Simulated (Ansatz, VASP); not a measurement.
**Two plane-wave programs on Ag**

```
Ag
1.0
    -1.68877    1.68877    1.65565
     1.68877   -1.68877    1.65565
     1.68877    1.68877   -1.65565
Ag
1
Direct
  0.00000 0.00000 0.00000
```

This isn't the form of Ag at room conditions, which is fcc.

Alike in both runs: task single point; functional PBEsol; k mesh 9 × 9 × 9; occupations fermi-dirac, width 0.05 eV; no spin polarisation.

|  | VASP | Ansatz |
| --- | --- | --- |
| version | VASP 6.6.1 | Ansatz 0.2.0 |
| potentials or method | VASP PAW PBE potentials, release 64 (Ag) | Ansatz PAW |
| plane-wave cutoff (eV) | 520 | 420 |
| valence electrons in the cell | 11 | 19 |

```csv
,VASP,Ansatz,Ansatz less VASP
gap on the k mesh at the Fermi level (eV),none,none,-
pressure (GPa),-9.9,-9.8,+0.10
largest component of the traceless stress (GPa),0.95,0.95,-0.003
```

A gap of «none» marks a metal or a gap that the smearing closes. The functional is the same, so the differences come from potentials, cutoffs and numerics. The two sets of potentials don't hold the same shells in valence.

Caveats: the PAW data sets were made with another functional, which shifts forces and pressure a little (VASP); the PAW data sets come from PBE, with cores solved anew for the run's functional, which leaves a small shift of forces and pressure (Ansatz).
